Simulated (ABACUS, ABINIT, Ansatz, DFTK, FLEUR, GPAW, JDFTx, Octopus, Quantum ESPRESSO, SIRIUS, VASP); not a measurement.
# One calculation of Ni, 12 ways

```
Ni
1.0
     0.00000    1.73757    1.73757
     1.73757    0.00000    1.73757
     1.73757    1.73757    0.00000
Ni
1
Direct
  0.00000 0.00000 0.00000
```

Alike in all runs: task single point; functional PBEsol; k mesh 13 × 13 × 13; occupations fermi-dirac, width 0.05 eV; collinear spin, ferromagnetic start; no spin-orbit coupling. Pressure is positive in compression and, in plane waves, holds the error of the finite cutoff.

| program and potentials | plane-wave cutoff (eV) | notes | pressure (GPa) | net moment per atom (μB) |
| --- | --- | --- | --- | --- |
| DFTK, PseudoDojo SR PBEsol 0.4.1 standard (PBEsol) | 1333 | 18 valence electrons an atom on average | -2.43 | 0.63 |
| JDFTx, PseudoDojo-SR-PBEsol-0.4.1-standard with smoothed tails | 1333 | 18 valence electrons an atom on average | -2.45 | 0.63 |
| ABACUS, PseudoDojo NC SR 0.4.1 PBEsol standard, plane waves | 1333 | 18 valence electrons an atom on average | -2.44 | 0.63 |
| SIRIUS, all-electron FP-LAPW, apw+lo standard | - | - | - | 0.63 |
| ABINIT, PseudoDojo NC SR PBEsol v0.4.1 standard | 1333 | 18 valence electrons an atom on average | -2.44 | 0.63 |
| GPAW, PAW data sets generated for this functional | 600 | 16 valence electrons an atom on average; this data set often lies off other programs | 0.63 | 0.63 |
| FLEUR, all-electron, FLAPW | - | - | - | 0.63 |
| VASP, PBE PAW files Ni, 520 eV | 520 | potentials made for PBE; 10 valence electrons an atom on average | -2.41 | 0.62 |
| Quantum ESPRESSO, GBRV 1.5 PBEsol | 612 | 18 valence electrons an atom on average | -2.64 | 0.64 |
| Octopus, pseudodojo_pbesol (PseudoDojo 0.4, PBEsol) | - | 18 valence electrons an atom on average | - | 0.63 |
| SIRIUS, PseudoDojo 0.4.1 PBEsol standard (scalar relativistic) | 1333 | 18 valence electrons an atom on average | -2.43 | 0.63 |
| Ansatz, all-electron LAPW, scalar-relativistic | - | - | -2.40 | 0.63 |

The pressure spans -2.64 (Quantum ESPRESSO, GBRV 1.5 PBEsol) to 0.63 GPa (GPAW, PAW data sets generated for this functional), with all-electron results at -2.40. The net moment per atom spans 0.62 (VASP, PBE PAW files Ni, 520 eV) to 0.64 μB (Quantum ESPRESSO, GBRV 1.5 PBEsol), with all-electron results at 0.63. The state is the one that the start led to, which needn't be the lowest. The pressure on the cell as given of GPAW, PAW data sets generated for this functional lies far from the others; the cause wasn't traced.

The functional is the same throughout but for its coding, so the spread measures potentials, basis and numerics; runs on potential files found faulty are left out.
